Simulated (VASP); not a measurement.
Input of a VASP 6.6.1 run:

The input INCAR:

```
  PREC = Accurate
  ENCUT = 600
  EDIFF = 1E-6
  ISMEAR = -1
  SIGMA = 0.15
  LREAL = False
  LASPH = True
  NELM = 100
  ALGO = Fast
  ISIF = 3
  LWAVE = False
  LCHARG = False
  GGA = PE
  IBRION = 2
  NSW = 80
  EDIFFG = -0.001
```

File KPOINTS:

```
Automatic mesh
0
Gamma
  24 24 24
```

The input POSCAR:

```
Li
1.0
   -1.7176386273      1.7176386273      1.7176386273
    1.7176386273     -1.7176386273      1.7176386273
    1.7176386273      1.7176386273     -1.7176386273
Li
1
Direct
    0.0000000000      0.0000000000      0.0000000000
```

Potentials or basis: VASP PAW PBE potentials, release 64 (Li_sv).

Run with:

```console
$ cat potpaw_PBE.64/Li_sv/POTCAR > POTCAR
$ mpirun -np 1 vasp_std > vasp.out
```

(1) Estimate the relaxed volume.

(2) Estimate the band gap on the k mesh.

(3) Estimate the relaxed cell.

(4) Estimate the space group after relaxing (to 0.05 Å).

Answers

(1) 20.14 Å³/atom.

(2) none (metal or under the smearing width).

(3) a = 2.969 Å, b = 2.969 Å, c = 2.969 Å, α = 109.47°, β = 109.47°, γ = 109.47°.

(4) Im-3m (No. 229).

Caveat: the cutoff is under 1.25 times the usual one of these potentials, so pressure, stress and relaxed cells hold a basis-set (Pulay) error.
